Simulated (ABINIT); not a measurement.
The system is GaN.

```
Ga N
1.0
     0.00000    2.25350    2.25350
     2.25350    0.00000    2.25350
     2.25350    2.25350    0.00000
Ga N
1 1
Direct
  0.00000 0.00000 0.00000
  0.25000 0.25000 0.25000
```

The cell is a database's computed one.

| Item | Value |
| --- | --- |
| Program | ABINIT 10.8.3 (patched build) |
| Task | relaxation of cell and atoms |
| Functional | PBE |
| Potentials or basis | PseudoDojo NC SR PBE v0.4.1 standard |
| Cutoff | 1143 eV |
| k mesh | 8 × 8 × 8 |
| Occupations | fermi-dirac, width 0.05 eV |
| Spin | no spin polarisation |

At the start: pressure 5.2 GPa; volume 11.44 Å³/atom.

Q: How do energy, volume and symmetry change on relaxing?

A: Over 4 steps the energy falls by 5.2 meV/atom and the volume is 11.77 Å³/atom (+2.9 %); space group F-43m (No. 216, to 0.05 Å).

The path:
```
step  energy change (eV)  largest force (eV/Å)  pressure (GPa)  volume (Å³)
   1              0.0000                0.0000            5.21        22.89
   2             -0.0085                0.0000            2.22        23.25
   3             -0.0105                0.0000            0.08        23.54
   4             -0.0105                0.0000            0.00        23.55
```

Final structure:
```cif
data_structure
_symmetry_space_group_name_H-M 'P 1'
_symmetry_Int_Tables_number 1
_cell_length_a 3.2173
_cell_length_b 3.2173
_cell_length_c 3.2173
_cell_angle_alpha 60.000
_cell_angle_beta 60.000
_cell_angle_gamma 60.000
_cell_volume 23.55
loop_
_atom_site_label
_atom_site_type_symbol
_atom_site_fract_x
_atom_site_fract_y
_atom_site_fract_z
_atom_site_occupancy
Ga1 Ga 0.00000 0.00000 0.00000 1
N1 N 0.25000 0.25000 0.25000 1
```
